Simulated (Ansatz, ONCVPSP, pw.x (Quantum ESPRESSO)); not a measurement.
pw.x on fcc W: one setting changed

Potential: optimised norm-conserving Vanderbilt (ONCV), ONCVPSP 4.0.1.1 (patched build), PBE; core [Kr] 4d10 4f14, reference 5s2 5p6 5d4 6s2; waves: 5s+6s: rc 2.00 bohr, ncon 4, nbas 8, qcut 5.8 1/bohr, 2 projectors; 5p: rc 1.60 bohr, ncon 4, nbas 8, qcut 7.3 1/bohr, 2 projectors, debl 2.7 Ha; 5d: rc 2.80 bohr, ncon 4, nbas 9, qcut 4.5 1/bohr, 2 projectors, debl 2.6 Ha; local part: polynomial inside 1.25 bohr (lpopt 5, dvloc0 1 Ha); core correction: polynomial model core, fcfact 0.5.

The reference run (k-mesh 14³, cutoffs 60/240 Ry, Fermi–Dirac 0.01 Ry, mixing_beta 0.4, conv_thr 1e-9, no spin) gives -2.82 GPa at 16.478 Å³/atom, where all-electron LAPW gives -0.06 GPa. This run, with its own iteration cap, changes k-mesh points per axis to 20.

```
&control
  calculation='scf', prefix='x', pseudo_dir='./', outdir='./tmp', tstress=.true., disk_io='none'
/
&system
  ibrav=0, nat=1, ntyp=1, ecutwfc=60, ecutrho=240, nbnd=15,
  occupations='smearing', smearing='fd', degauss=0.01
/
&electrons
  conv_thr=1e-09, mixing_beta=0.4, electron_maxstep=50
/
ATOMIC_SPECIES
W 1.0 W.UPF
CELL_PARAMETERS angstrom
  0.00000000 2.01972156 2.01972156
  2.01972156 0.00000000 2.01972156
  2.01972156 2.01972156 0.00000000
ATOMIC_POSITIONS crystal
W 0.0000 0.0000 0.0000
K_POINTS automatic
20 20 20 0 0 0
```

```bash
pw.x < W.scf.in > W.scf.out
```

Problem. How does the run end?

Solution. It converges in 7 iterations; the free energy moves by +1.2 meV/atom and the pressure by -0.04 GPa.

```
Message from routine setup:
     using ibrav=0 with symmetry is DISCOURAGED, use correct ibrav instead
     lattice parameter (alat)  =       5.3977  a.u.
     unit-cell volume          =     111.1991 (a.u.)^3
     number of electrons       =        14.00
     number of Kohn-Sham states=           15
     kinetic-energy cutoff     =      60.0000  Ry
     charge density cutoff     =     240.0000  Ry
     scf convergence threshold =      1.0E-09
     Exchange-correlation= PBE
     number of k points=   256  Fermi-Dirac smearing, width (Ry)=  0.0100
     iteration #  1     ecut=    60.00 Ry     beta= 0.40
     total energy              =    -166.66715438 Ry
     estimated scf accuracy    <       0.03395838 Ry
     iteration #  2     ecut=    60.00 Ry     beta= 0.40
     total energy              =    -166.66679995 Ry
     estimated scf accuracy    <       0.00599809 Ry
     iteration #  3     ecut=    60.00 Ry     beta= 0.40
     total energy              =    -166.66747992 Ry
     estimated scf accuracy    <       0.00024618 Ry
     iteration #  4     ecut=    60.00 Ry     beta= 0.40
     total energy              =    -166.66749704 Ry
     estimated scf accuracy    <       0.00000240 Ry
     iteration #  5     ecut=    60.00 Ry     beta= 0.40
     total energy              =    -166.66749812 Ry
     estimated scf accuracy    <       0.00000031 Ry
     iteration #  6     ecut=    60.00 Ry     beta= 0.40
     total energy              =    -166.66749817 Ry
     estimated scf accuracy    <          1.8E-09 Ry
     iteration #  7     ecut=    60.00 Ry     beta= 0.40
     the Fermi energy is    21.2588 ev
!    total energy              =    -166.66749817 Ry
     estimated scf accuracy    <          3.6E-10 Ry
     smearing contrib. (-TS)   =      -0.00540206 Ry
     The total energy is F=E-TS. E is the sum of the following terms:
     one-electron contribution =     -15.80883034 Ry
     hartree contribution      =      16.30764024 Ry
     xc contribution           =     -49.43772664 Ry
     ewald contribution        =    -117.72317937 Ry
     convergence has been achieved in   7 iterations
          total   stress  (Ry/bohr**3)                   (kbar)     P=      -28.60
     Message from routine punch:
     Nothing written, as per user request (disk_io='none')
```

The run took about 41 s on one core of a shared host (Neoverse-V2, 96 threads, 742 GiB, load 82).
